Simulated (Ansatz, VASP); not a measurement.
**Two plane-wave programs on CoO**

File INCAR:

```
PREC = Accurate ; ENCUT = 520
EDIFF = 1E-6 ; ISMEAR = 0
SIGMA = 0.05 ; LREAL = False
LASPH = True ; NELM = 100
ALGO = Normal ; ISIF = 2
LWAVE = False ; LCHARG = False
ISPIN = 2 ; MAGMOM = 2 -2 0 0
LORBIT = 11 ; LMAXMIX = 4
LDAU = True ; LDAUTYPE = 2
LDAUL = 2 -1 ; LDAUU = 7 0
LDAUJ = 0 0 ; LDAUPRINT = 1
GGA = CA
```

The input KPOINTS:

```
Automatic mesh
0
Gamma
  8 8 8
```

Contents of POSCAR:

```
CoO
1.0
   -1.5080004400      1.5080004400      2.1072503600
    1.5080004400     -1.5080004400      2.1072503600
    3.0160008800      3.0160008800     -4.2145007200
Co O
2 2
Direct
    0.0000000000      0.0000000000      0.0000000000
    0.0000000000      0.0000000000      0.5000000000
    0.5000000000      0.5000000000      0.0000000000
    0.5000000000      0.5000000000      0.5000000000
```

Contents of input.yaml:

```yaml
crystal:
  lattice:
    - [-1.50800044, 1.50800044, 2.10725036]
    - [1.50800044, -1.50800044, 2.10725036]
    - [3.01600088, 3.01600088, -4.21450072]
  atoms:
    - { symbol: Co, position: [0.0, 0.0, 0.0], spin: 2.0 }
    - { symbol: Co, position: [0.0, 0.0, 0.5], spin: -2.0 }
    - { symbol: O, position: [0.5, 0.5, 0.0] }
    - { symbol: O, position: [0.5, 0.5, 0.5] }
hamiltonian:
  xc: lda
  pseudopotentials: { kind: paw }
  hubbard: { sites: [{ species: Co, l: d, u_eff: 7.0 }] }
magnetization:
  spin_polarized: true
kpoints:
  mp_grid: { grid: [8, 8, 8] }
scf:
  occupations: { method: gaussian, width: 0.05 }
output:
  forces: true
  stress: true
  eigenvalues: true
```

Alike in both runs: task single point; functional LDA; k mesh 8 × 8 × 8; occupations gaussian, width 0.05 eV; collinear spin, antiferromagnetic start; Hubbard terms Co d U = 7 eV.

|  | VASP | Ansatz |
| --- | --- | --- |
| version | VASP 6.6.1 | Ansatz 0.2.0 |
| potentials or method | VASP PAW LDA potentials, release 64 (Co, O) | Ansatz PAW |
| plane-wave cutoff (eV) | 520 | 420 |
| valence electrons in the cell | 30 | 46 |

Ansatz gave:

| Item | Value |
| --- | --- |
| gap on the k mesh at the Fermi level (eV) | 1.89 |
| least direct gap on the mesh (eV) | 3.55 |
| pressure (GPa) | -1.9 |
| largest component of the traceless stress (GPa) | 1.33 |
| net moment per atom (μB) | 0.00 |
| size of the moment on the site where the two differ most (μB) | 2.63 |

What did VASP give for the same quantities?

gap on the k mesh at the Fermi level (eV): 1.65; least direct gap on the mesh (eV): 3.08; pressure (GPa): -12.3; largest component of the traceless stress (GPa): 5.41; net moment per atom (μB): 0.00; size of the moment on the site where the two differ most (μB): 2.84.

Site moments also hang on the region over which each program counts them. The programs project onto different local orbitals, so the same U acts differently. The two sets of potentials don't hold the same shells in valence.

Caveats: the magnetic or orbital state may not be the lowest (Ansatz); the pressure holds a Pulay correction of +1.0 GPa for the finite cutoff (Ansatz); the PAW data sets come from PBE, with cores solved anew for the run's functional, which leaves a small shift of forces and pressure (Ansatz). A k mesh can miss the band edges. The state reached can hang on the start; a lower one may exist.
